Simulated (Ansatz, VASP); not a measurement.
**Two plane-wave programs on CuO**

```
CELL_PARAMETERS angstrom
0.00000 2.11290 2.11290
2.11290 0.00000 2.11290
2.11290 2.11290 0.00000
ATOMIC_POSITIONS crystal
Cu 0.00000 0.00000 0.00000
O 0.50000 0.50000 0.50000
```

Alike in both runs: task single point; functional PBEsol; k mesh 18 × 18 × 18; occupations gaussian, width 0.1 eV; no spin polarisation.

|  | VASP | Ansatz |
| --- | --- | --- |
| version | VASP 6.6.1 | Ansatz 0.2.0 |
| potentials or method | VASP PAW PBE potentials, release 64 (Cu, O) | scalar-relativistic, plane waves, PAW |
| plane-wave cutoff (eV) | 520 | 420 |
| valence electrons in the cell | 17 | 25 |

Ansatz gave:

| Item | Value |
| --- | --- |
| gap on the k mesh at the Fermi level (eV) | none |
| pressure (GPa) | -6.8 |

Problem. What did VASP give for the same quantities?

Solution. gap on the k mesh at the Fermi level (eV): none; pressure (GPa): -6.4.

A gap of «none» marks a metal or a gap that the smearing closes. The functional is the same, so the differences come from potentials, cutoffs and numerics. The two sets of potentials don't hold the same shells in valence.

Caveats: the PAW data sets were made with another functional, which shifts forces and pressure a little (VASP); an odd number of electrons without spin polarisation forces a metal; a magnetic or distorted state may lie lower; the run has no spin polarisation, though such a crystal can be magnetic; semilocal functionals often make such compounds metallic where correlation or magnetic order opens a gap, which also shifts bond lengths.
